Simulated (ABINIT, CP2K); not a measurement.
A CP2K input for a self-consistent single point of InN (P6_3mc, 4 atoms in the cell) (DFT PBE, GPW, DZVP-MOLOPT-PBE-GTH basis, GTH-PBE potentials (POTENTIAL_UZH)):

```
&GLOBAL
  PROJECT calc
  RUN_TYPE ENERGY_FORCE
  PRINT_LEVEL LOW
&END GLOBAL
&FORCE_EVAL
  METHOD Quickstep
  STRESS_TENSOR ANALYTICAL
  &DFT
    BASIS_SET_FILE_NAME BASIS_MOLOPT_UZH
    POTENTIAL_FILE_NAME POTENTIAL_UZH
    &QS
      METHOD GPW
      EPS_DEFAULT 1E-10
    &END QS
    &MGRID
      CUTOFF 500
      REL_CUTOFF 60
      NGRIDS 5
    &END MGRID
    &SCF
      SCF_GUESS ATOMIC
      EPS_SCF 1E-7
      MAX_SCF 100
      ADDED_MOS 7
      &DIAGONALIZATION
        ALGORITHM STANDARD
      &END DIAGONALIZATION
      &MIXING
        METHOD BROYDEN_MIXING
        ALPHA 0.3
        NBUFFER 12
      &END MIXING
      &SMEAR ON
        METHOD FERMI_DIRAC
        ELECTRONIC_TEMPERATURE [K] 1160.45
      &END SMEAR
    &END SCF
    &KPOINTS
      SCHEME MONKHORST-PACK 7 7 4
      GAMMA_CENTERED T
    &END KPOINTS
    &XC
      &XC_FUNCTIONAL PBE
      &END XC_FUNCTIONAL
    &END XC
    &PRINT
      &MO
        EIGENVALUES T
        OCCUPATION_NUMBERS T
        NDIGITS 8
        FILENAME mo
        &EACH
          QS_SCF 0
        &END EACH
        ADD_LAST NUMERIC
      &END MO
      &MULLIKEN OFF
      &END MULLIKEN
    &END PRINT
  &END DFT
  &SUBSYS
    &CELL
      A 3.48761000 0.00000000 0.00000000
      B -1.74380500 3.02035900 0.00000000
      C 0.00000000 0.00000000 5.63083000
      PERIODIC XYZ
    &END CELL
    &COORD
      In       1.74380674     1.00678533     2.81811780
      In      -0.00000174     2.01357367     0.00270280
      N        1.74380674     1.00678533     4.95242760
      N       -0.00000174     2.01357367     2.13701260
    &END COORD
    &KIND In
      BASIS_SET DZVP-MOLOPT-PBE-GTH-q13
      POTENTIAL GTH-PBE-q13
    &END KIND
    &KIND N
      BASIS_SET DZVP-MOLOPT-PBE-GTH-q5
      POTENTIAL GTH-PBE-q5
    &END KIND
  &END SUBSYS
  &PRINT
    &FORCES ON
    &END FORCES
    &STRESS_TENSOR ON
    &END STRESS_TENSOR
  &END PRINT
&END FORCE_EVAL
```

Write the same calculation as an input for ABINIT.

This is the input that was run; spellings and numerical settings could be chosen otherwise.

```
# InN, JTH v2.0 PBE PAW
pp_dirpath "./"
pseudos "In.GGA_PBE-JTH.xml, N.GGA_PBE-JTH.xml"
acell 3*1.0 Angstrom
rprim
         3.4876100817   -0.0000000190    0.0000000000
        -1.7438050244    3.0203589387    0.0000000000
         0.0000000000    0.0000000000    5.6308300000
natom 4
ntypat 2
znucl 49 7
typat 1 1 2 2
xcart
         1.7438050463    1.0067863003    2.8181177984
         0.0000000109    2.0135726195    0.0027027984
         1.7438050463    1.0067863003    4.9524276016
         0.0000000109    2.0135726195    2.1370126016
      Angstrom
ecut 707 eV
pawecutdg 1415 eV
pawxcdev 0
ixc 11
occopt 3
tsmear 0.00367493
nband 24
kptopt 1
ngkpt 7 7 4
nshiftk 1
shiftk 0 0 0
nstep 60
tolvrs 1.0e-12
prtwf 0
prtden 0
prtvol 1
enunit 2
```

Basis settings and potentials, where a program has them, do not carry over. This input uses DFT, PBE, plane waves, PAW (JTH v2.0 PBE PAW). Both were run: pressure 14.47 GPa in CP2K and 11.08 in ABINIT; largest force 0.012 eV/Å in CP2K and 0.002 in ABINIT.

On ABINIT: the starting cell comes from a database of computed structures (which also holds hypothetical and non-ambient phases and stackings), without a prior relaxation at this level. Its lattice was rescaled by a random factor within 2.5 % of one. For this run, on top of that: lattice scaled by 0.98. With a pressure of about 11 GPa the cell is away from its equilibrium volume at this level. The run gives no clean gap (levels at the Fermi energy touch, overlap or are partly filled at this smearing), which alone does not show that the compound is a metal.

On CP2K: the starting cell comes from a database of computed structures (which also holds hypothetical and non-ambient phases and stackings), without a prior relaxation at this level. Its lattice was rescaled by a random factor within 2.5 % of one. For this run, on top of that: lattice scaled by 0.98. Values carry the incompleteness of an atom-centred basis. With a pressure of about 14 GPa the cell is away from its equilibrium volume at this level. The run gives no clean gap (levels at the Fermi energy touch, overlap or are partly filled at this smearing), which alone does not show that the compound is a metal.
